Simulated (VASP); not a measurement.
# InP (F-43m) in VASP: a series of runs

Runs on InP. Level: PBE. Tasks: band structure, Born charges and dielectric tensor.

Program: VASP 6.6.1. These are calculated values, not measurements. Logs are shortened: lines on timing, memory, paths and dates and some standing lists are left out, and cuts for length are marked.

**What was measured.**

From a printed reference work, data compilation, for a bulk crystal of InP at 1.6 K: band gap 1.4236 eV (direct).

A printed reference work, textbook reports, for a bulk crystal of InP at 300 K: high-frequency dielectric constant 9.61.

How close the calculation comes is told below.

## 1. The structure

It takes space group F-43m (No. 216, cubic). The conventional cell has a = 5.957 Å, b = 5.957 Å, c = 5.957 Å, α = 90.00°, β = 90.00°, γ = 90.00°. In (site symmetry -43m) is surrounded by 4 P at 2.58 Å. Around P (site symmetry -43m) lie 4 In at 2.58 Å.

## 2. Band structure, PBE

POSCAR reads:

```
InP                                     
1.0
    0.0000000000      2.9786283028      2.9786283028
    2.9786283028      0.0000000000      2.9786283028
    2.9786283028      2.9786283028      0.0000000000
  In              P             
     1     1
Direct
     0.0000000000000000    0.0000000000000000    0.0000000000000000
     0.2500000000000000    0.2500000000000000    0.2500000000000000
```

INCAR.step1 reads:

```
SYSTEM = InP
PREC = Accurate
ENCUT = 520
EDIFF = 1E-7
ISMEAR = 0
SIGMA = 0.02
LREAL = .FALSE.
LASPH = .TRUE.
NELM = 100
ALGO = Normal
ISIF = 2
LWAVE = .FALSE.
LCHARG = .TRUE.
GGA = PE
NBANDS = 16
```

KPOINTS.step1 reads:

```
regular mesh
0
G
  6 6 6
  0 0 0
```

INCAR.step2 reads:

```
SYSTEM = InP
PREC = Accurate
ENCUT = 520
EDIFF = 1E-7
ISMEAR = 0
SIGMA = 0.05
LREAL = .FALSE.
LASPH = .TRUE.
NELM = 100
ALGO = Normal
ISIF = 2
LWAVE = .FALSE.
LCHARG = .FALSE.
GGA = PE
NBANDS = 16
ICHARG = 11
```

KPOINTS.step2 reads:

```
path GXWKGLUWLK,UX
20
line-mode
reciprocal
 0.0000000000  0.0000000000  0.0000000000  G
 0.5000000000  0.0000000000  0.5000000000  X

 0.5000000000  0.0000000000  0.5000000000  X
 0.5000000000  0.2500000000  0.7500000000  W

 0.5000000000  0.2500000000  0.7500000000  W
 0.3750000000  0.3750000000  0.7500000000  K

 0.3750000000  0.3750000000  0.7500000000  K
 0.0000000000  0.0000000000  0.0000000000  G

 0.0000000000  0.0000000000  0.0000000000  G
 0.5000000000  0.5000000000  0.5000000000  L

 0.5000000000  0.5000000000  0.5000000000  L
 0.6250000000  0.2500000000  0.6250000000  U

 0.6250000000  0.2500000000  0.6250000000  U
 0.5000000000  0.2500000000  0.7500000000  W

 0.5000000000  0.2500000000  0.7500000000  W
 0.5000000000  0.5000000000  0.5000000000  L

 0.5000000000  0.5000000000  0.5000000000  L
 0.3750000000  0.3750000000  0.7500000000  K

 0.6250000000  0.2500000000  0.6250000000  U
 0.5000000000  0.0000000000  0.5000000000  X
```

Potentials or basis: VASP PAW PBE potentials, release 64 (In_d, P).

On the command line:

```bash
$ cat potpaw_PBE.64/In_d/POTCAR potpaw_PBE.64/P/POTCAR > POTCAR
$ cp INCAR.step1 INCAR
$ cp KPOINTS.step1 KPOINTS
$ mpirun -np 1 vasp_std > vasp.out
$ cp INCAR.step2 INCAR
$ cp KPOINTS.step2 KPOINTS
$ mpirun -np 1 vasp_std > vasp.out
```

OUTCAR:

```text
SYSTEM = InP
   PREC = Accurate
   ENCUT = 520
   EDIFF = 1E-7
   ISMEAR = 0
   LREAL = .FALSE.
   LASPH = .TRUE.
   NELM = 100
   ISIF = 2
   GGA = PE
   ICHARG = 11

 ion  position               nearest neighbor table
   1  0.000  0.000  0.000-   2 2.58   2 2.58   2 2.58   2 2.58
   2  0.250  0.250  0.250-   1 2.58   1 2.58   1 2.58   1 2.58

  LATTYP: Found a face centered cubic cell.
 ALAT       =     5.9572566056

  Lattice vectors:

 A1 = (   0.0000000000,   2.9786283028,   2.9786283028)
 A2 = (   2.9786283028,   0.0000000000,   2.9786283028)
 A3 = (   2.9786283028,   2.9786283028,   0.0000000000)

Analysis of symmetry for initial positions (statically):
=====================================================================
 Subroutine PRICEL returns:
 Original cell was already a primitive cell.

 Routine SETGRP: Setting up the symmetry group for a
 face centered cubic supercell.

 Subroutine GETGRP returns: Found 24 space group operations
 (whereof 24 operations were pure point group operations)
 out of a pool of 48 trial point group operations.

The static configuration has the point symmetry T_d .

Analysis of symmetry for dynamics (positions and initial velocities):
=====================================================================
 Subroutine PRICEL returns:
 Original cell was already a primitive cell.

 Routine SETGRP: Setting up the symmetry group for a
 face centered cubic supercell.

 Subroutine GETGRP returns: Found 24 space group operations
 (whereof 24 operations were pure point group operations)
 out of a pool of 48 trial point group operations.

The dynamic configuration has the point symmetry T_d .

 Subroutine INISYM returns: Found 24 space group operations
 (whereof 24 operations are pure point group operations),
 and found     1 'primitive' translations

----------------------------------------------------------------------------------------

                                     Primitive cell

  volume of cell :      52.8541

  direct lattice vectors                    reciprocal lattice vectors
     0.000000000  2.978628303  2.978628303    -0.167862502  0.167862502  0.167862502
     2.978628303  0.000000000  2.978628303     0.167862502 -0.167862502  0.167862502
     2.978628303  2.978628303  0.000000000     0.167862502  0.167862502 -0.167862502

  length of vectors
     4.212416543  4.212416543  4.212416543     0.290746382  0.290746382  0.290746382

  position of ions in fractional coordinates (direct lattice)
     0.000000000  0.000000000  0.000000000
     0.250000000  0.250000000  0.250000000

  ion indices of the primitive-cell ions
   primitive index   ion index
                 1           1
                 2           2

----------------------------------------------------------------------------------------

 KPOINTS: path GXWKGLUWLK,UX

Interpolating k-points between supplied coordinates.

 Line segments in fractional coordinates (reciprocal lattice):
    0.000000  0.000000  0.000000  ...  0.500000  0.000000  0.500000
    0.500000  0.000000  0.500000  ...  0.500000  0.250000  0.750000
    0.500000  0.250000  0.750000  ...  0.375000  0.375000  0.750000
    0.375000  0.375000  0.750000  ...  0.000000  0.000000  0.000000
    0.000000  0.000000  0.000000  ...  0.500000  0.500000  0.500000
    0.500000  0.500000  0.500000  ...  0.625000  0.250000  0.625000
    0.625000  0.250000  0.625000  ...  0.500000  0.250000  0.750000
    0.500000  0.250000  0.750000  ...  0.500000  0.500000  0.500000
    0.500000  0.500000  0.500000  ...  0.375000  0.375000  0.750000
    0.625000  0.250000  0.625000  ...  0.500000  0.000000  0.500000

 Generated    20 points on each line segment, for a total of    200 k-points:

 Following reciprocal coordinates:
            Coordinates               Weight
  0.000000  0.000000  0.000000      0.005000
  0.026316  0.000000  0.026316      0.005000
  0.052632  0.000000  0.052632      0.005000
  0.078947  0.000000  0.078947      0.005000
  0.105263  0.000000  0.105263      0.005000
  0.131579  0.000000  0.131579      0.005000
[... 16 lines left out ...]
  0.500000  0.026316  0.526316      0.005000
  0.500000  0.039474  0.539474      0.005000
 [... further k-points ...]
   k-points           NKPTS =    200   k-points in BZ     NKDIM =    200   number of bands    NBANDS=     16
   number of dos      NEDOS =    301   number of ions     NIONS =      2
   total plane-waves  NPLWV =  32768
   dimension x,y,z NGX =    32 NGY =   32 NGZ =   32
   dimension x,y,z NGXF=    64 NGYF=   64 NGZF=   64
   ions per type =               1   1
   NGX,Y,Z   is equivalent  to a cutoff of  12.63, 12.63, 12.63 a.u.
   NGXF,Y,Z  is equivalent  to a cutoff of  25.26, 25.26, 25.26 a.u.
 SYSTEM =  InP
   PREC   = accura    normal or accurate (medium, high low for compatibility)
   ISTART =      0    job   : 0-new  1-cont  2-samecut
   ICHARG =     11    charge: 1-file 2-atom 10-const
   ISPIN  =      1    spin polarized calculation?
   LNONCOLLINEAR =      F non collinear calculations
   LSORBIT =      F    spin-orbit coupling
   LASPH  =      T    aspherical Exc in radial PAW
   ENCUT  =  520.0 eV  38.22 Ry    6.18 a.u.   7.83  7.83  7.83*2*pi/ulx,y,z
   NELM   =    100;   NELMIN=  2; NELMDL=  0     # of ELM steps
   EDIFF  = 0.1E-06   stopping-criterion for ELM
   LREAL  =      F    real-space projection
   EDIFFG = 0.1E-05   stopping-criterion for IOM
   NSW    =      0    number of steps for IOM
   IBRION =     -1    ionic relax: 0-MD 1-quasi-New 2-CG
   NFREE  =      0    steps in history (QN), initial steepest desc. (CG)
   ISIF   =      2    stress and relaxation
   ISYM   =      2    0-nonsym 1-usesym 2-fastsym
   POTIM  = 0.5000    time-step for ionic-motion
   TEBEG  =    0.0;   TEEND  =   0.0 temperature during run
   PSTRESS=    0.0 pullay stress
   NELECT =      18.0000    total number of electrons
   NUPDOWN=      -1.0000    fix difference up-down
   EMIN   =  10.00;   EMAX   =-10.00  energy-range for DOS
   EFERMI =   0.00;   METHOD = LEGACY
   ISMEAR =     0;   SIGMA  =   0.05  broadening in eV -4-tet -1-fermi 0-gaus
   EFERMI_NEDOS =   21; number of points for ismear=-14 and -15
   IALGO  =     38    algorithm
   IMIX   =      4    mixing-type and parameters
     AMIX     =   0.40;   BMIX     =  1.00
     AMIX_MAG =   1.60;   BMIX_MAG =  1.00
  volume/ion in A,a.u.               =      26.43       178.34
  Fermi-wavevector in a.u.,A,eV,Ry     =   1.143245  2.160420 17.782942  1.307009
  Thomas-Fermi vector in A             =   2.279941
   LORBIT       =      0    0 simple, 1 ext, 2 COOP (PROOUT), +10 PAW based schemes
   GGA     = PE    functional components
   LHFCALC =     F    Hartree Fock is set to
   AEXX    =    0.0000 exact exchange contribution
   IVDW    =     0    specifies the selected vdW correction
   LEPSILON=     F    determine dielectric tensor
   LRPA    =     F    only Hartree local field effects (RPA)
 non-spin polarized calculation
 Gauss-broadening in eV      SIGMA  =   0.05
  energy-cutoff  :      520.00
  volume of cell :       52.85
 maximum number of plane-waves:      1436
 NGX is ok and might be reduce to    32

 number of electron      18.0000005 magnetization

 Free energy of the ion-electron system (eV)
  ---------------------------------------------------
  ext. energy  EPLUGINS =         0.00000000
  ---------------------------------------------------
  free energy    TOTEN  =        -8.60993501 eV

  energy without entropy =       -8.60993501  energy(sigma->0) =       -8.60993501

 E-fermi :   4.9033     XC(G=0):  -9.0649

 val. band max:        4.6754917071   @ k =   0.0000   0.0000   0.0000
 cond. band min:       5.1184152121   @ k =   0.0000   0.0000   0.0000
 fundamental gap:      0.4429235050
 Fermi energy:         4.9033096196

 k-point     1 :       0.0000    0.0000    0.0000
  band No.  band energies     occupation
      1      -9.4309      2.00000
      2      -9.4309      2.00000
      3      -9.4309      2.00000
      4      -9.3004      2.00000
      5      -9.3004      2.00000
      6      -6.5189      2.00000
[... 8 lines left out ...]
     15      14.0423      0.00000
     16      14.0423      0.00000

 k-point     2 :       0.0263    0.0000    0.0263
  band No.  band energies     occupation
      1      -9.4322      2.00000
      2      -9.4304      2.00000
      3      -9.4303      2.00000
      4      -9.3006      2.00000
      5      -9.3002      2.00000
      6      -6.5090      2.00000
[... 8 lines left out ...]
     15      13.9091      0.00000
     16      14.0488      0.00000

 k-point     3 :       0.0526    0.0000    0.0526
  band No.  band energies     occupation
      1      -9.4360      2.00000
      2      -9.4286      2.00000
      3      -9.4286      2.00000
      4      -9.3012      2.00000
      5      -9.2996      2.00000
      6      -6.4795      2.00000
[... 8 lines left out ...]
     15      13.5914      0.00000
     16      14.0681      0.00000

 k-point     4 :       0.0789    0.0000    0.0789
  band No.  band energies     occupation
      1      -9.4422      2.00000
      2      -9.4258      2.00000
      3      -9.4258      2.00000
      4      -9.3023      2.00000
      5      -9.2986      2.00000
      6      -6.4305      2.00000
[... 8 lines left out ...]
     15      13.5436      0.00000
     16      14.1002      0.00000
[... 324 lines left out ...]
 k-point    22 :       0.5000    0.0132    0.5132
  band No.  band energies     occupation
      1      -9.5865      2.00000
      2      -9.3435      2.00000
      3      -9.3432      2.00000
      4      -9.3413      2.00000
      5      -9.2709      2.00000
      6      -4.3501      2.00000
[... 8 lines left out ...]
     15      15.4138      0.00000
     16      16.3309      0.00000

 k-point    23 :       0.5000    0.0263    0.5263
  band No.  band energies     occupation
      1      -9.5860      2.00000
      2      -9.3442      2.00000
      3      -9.3439      2.00000
      4      -9.3403      2.00000
      5      -9.2711      2.00000
      6      -4.3488      2.00000
[... 8 lines left out ...]
     15      15.4415      0.00000
     16      16.3213      0.00000

 k-point    24 :       0.5000    0.0395    0.5395
  band No.  band energies     occupation
      1      -9.5852      2.00000
      2      -9.3450      2.00000
      3      -9.3449      2.00000
      4      -9.3391      2.00000
      5      -9.2715      2.00000
      6      -4.3467      2.00000
[... 8 lines left out ...]
     15      15.4797      0.00000
     16      16.3202      0.00000

 [... further k-points ...]

------------------------ aborting loop because EDIFF is reached ----------------------------------------

  FORCE on cell =-STRESS in cart. coord.  units (eV):
  Direction    XX          YY          ZZ          XY          YZ          ZX
  --------------------------------------------------------------------------------------
  -------------------------------------------------------------------------------------
  Total       -0.7130107     -0.7130107     -0.7130107      0.0000000      0.0000000      0.0000000
  in kB      -21.6136293    -21.6136293    -21.6136293      0.0000000      0.0000000      0.0000000
  external PRESSURE =     -21.6136293 kB  Pullay stress =       0.0000000 kB

 VOLUME and BASIS-vectors are now :
 -----------------------------------------------------------------------------
  energy-cutoff  :      520.00
  volume of cell :       52.85
      direct lattice vectors                 reciprocal lattice vectors
     0.000000000  2.978628303  2.978628303    -0.167862502  0.167862502  0.167862502
     2.978628303  0.000000000  2.978628303     0.167862502 -0.167862502  0.167862502
     2.978628303  2.978628303  0.000000000     0.167862502  0.167862502 -0.167862502

 POSITION                                       TOTAL-FORCE (eV/Angst)
 -----------------------------------------------------------------------------------
      0.00000      0.00000      0.00000        -0.000000     -0.000000     -0.000000
      1.48931      1.48931      1.48931         0.000000      0.000000      0.000000
 -----------------------------------------------------------------------------------
    total drift:                               -0.000000     -0.000000     -0.000000

  FREE ENERGIE OF THE ION-ELECTRON SYSTEM (eV)
  ---------------------------------------------------
  free  energy   TOTEN  =        -8.6099350076 eV

  energy  without entropy=       -8.6099350076  energy(sigma->0) =       -8.60993501
```

Run time: 69 s. Hardware: 1 thread of Intel Xeon Platinum 8259CL at 2.50GHz (Skylake/Cascade Lake), shared host; peak memory 0.29 GiB.

What came out:

* Band gap on the k mesh: 0.44 eV, direct
* Band gap along the path: 0.44 eV, direct

Levels at the corners of the path, in eV from the valence-band top:
| point | band 5 | band 6 | band 7 | band 8 | band 9 | band 10 | band 11 | band 12 | band 13 | band 14 |
| --- | --- | --- | --- | --- | --- | --- | --- | --- | --- | --- |
| Γ | -13.98 | -11.19 | 0.00 | 0.00 | 0.00 | 0.44 | 4.08 | 4.08 | 4.08 | 8.36 |
| X | -13.95 | -9.03 | -5.55 | -2.16 | -2.16 | 1.84 | 2.26 | 8.91 | 9.27 | 9.27 |
| X | -13.95 | -9.03 | -5.55 | -2.16 | -2.16 | 1.84 | 2.26 | 8.91 | 9.27 | 9.27 |
| W | -13.96 | -8.96 | -5.41 | -2.75 | -2.70 | 4.18 | 4.28 | 5.44 | 6.21 | 9.81 |
| W | -13.96 | -8.96 | -5.41 | -2.75 | -2.70 | 4.18 | 4.28 | 5.44 | 6.21 | 9.81 |
| K | -13.96 | -9.04 | -5.41 | -3.08 | -1.80 | 2.37 | 4.29 | 7.37 | 7.42 | 7.97 |
| K | -13.96 | -9.04 | -5.41 | -3.08 | -1.80 | 2.37 | 4.29 | 7.37 | 7.42 | 7.97 |
| Γ | -13.98 | -11.19 | 0.00 | 0.00 | 0.00 | 0.44 | 4.08 | 4.08 | 4.08 | 8.36 |
| Γ | -13.98 | -11.19 | 0.00 | 0.00 | 0.00 | 0.44 | 4.08 | 4.08 | 4.08 | 8.36 |
| L | -13.96 | -9.63 | -5.48 | -0.90 | -0.90 | 1.38 | 4.80 | 4.80 | 6.99 | 9.26 |
| L | -13.96 | -9.63 | -5.48 | -0.90 | -0.90 | 1.38 | 4.80 | 4.80 | 6.99 | 9.26 |
| U | -13.96 | -9.04 | -5.41 | -3.08 | -1.80 | 2.37 | 4.29 | 7.37 | 7.42 | 7.97 |
| U | -13.96 | -9.04 | -5.41 | -3.08 | -1.80 | 2.37 | 4.29 | 7.37 | 7.42 | 7.97 |
| W | -13.96 | -8.96 | -5.41 | -2.75 | -2.70 | 4.18 | 4.28 | 5.44 | 6.21 | 9.81 |
| W | -13.96 | -8.96 | -5.41 | -2.75 | -2.70 | 4.18 | 4.28 | 5.44 | 6.21 | 9.81 |
| L | -13.96 | -9.63 | -5.48 | -0.90 | -0.90 | 1.38 | 4.80 | 4.80 | 6.99 | 9.26 |
| L | -13.96 | -9.63 | -5.48 | -0.90 | -0.90 | 1.38 | 4.80 | 4.80 | 6.99 | 9.26 |
| K | -13.96 | -9.04 | -5.41 | -3.08 | -1.80 | 2.37 | 4.29 | 7.37 | 7.42 | 7.97 |
| U | -13.96 | -9.04 | -5.41 | -3.08 | -1.80 | 2.37 | 4.29 | 7.37 | 7.42 | 7.97 |
| X | -13.95 | -9.03 | -5.55 | -2.16 | -2.16 | 1.84 | 2.26 | 8.91 | 9.27 | 9.27 |

Caveat: the log is that of the step along the path at fixed density, whose energy, stress, charges and moments have no meaning; spin-orbit coupling is left out, which moves the levels of the heavy elements.

(Continued in part 2 of 2.)
